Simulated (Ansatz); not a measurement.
Pd (P63/mmc); total moment held at 0.38 μB.

```
Pd
1.0
     2.78367    0.00000    0.00000
    -1.39183    2.41072    0.00000
     0.00000    0.00000    4.62889
Pd
2
Direct
  0.66667 0.33333 0.75000
  0.33333 0.66667 0.25000
```

The geometry is a structure from the Materials Project, held fixed and not relaxed.

Functional, mesh and filling: PBE, 14×14×7 k mesh, Fermi–Dirac smearing of 0.05 eV. PAW means Ansatz 0.2.0 on its default frozen-core files. Site moments are integrated in spheres about the atoms. Start moments (μB): Pd1 0.19, Pd2 0.19.

Iteration by iteration:

| iteration | Harris–Foulkes energy less the last (meV) | density residual (eV) | M (μB) | ∫|m| (μB) |
| --- | --- | --- | --- | --- |
| 1 | -1859.719 | 7.3e+00 | 0.3800 | 0.3823 |
| 2 | -593.118 | 2.4e+00 | 0.3800 | 0.3873 |
| 3 | 4.120 | 7.7e-02 | 0.3800 | 0.3954 |
| 4 | 0.740 | 1.1e-03 | 0.3800 | 0.4006 |
| 5 | 0.092 | 2.0e-04 | 0.3800 | 0.4015 |
| 6 | 0.000 | 1.6e-05 | 0.3800 | 0.4019 |
| 7 | 0.000 | 9.6e-07 | 0.3800 | 0.4020 |
| 8 | 0.000 | 1.9e-08 | 0.3800 | 0.4019 |

Site moments (μB): Pd1 0.19, Pd2 0.19. Cell moment 0.38 μB.

The Ansatz runs typed with the search for lower states off end where their start leads. These are results for the start and cell typed. The real compound can order otherwise, in a larger cell, or not at all, since semilocal functionals at zero temperature often overstate magnetism.
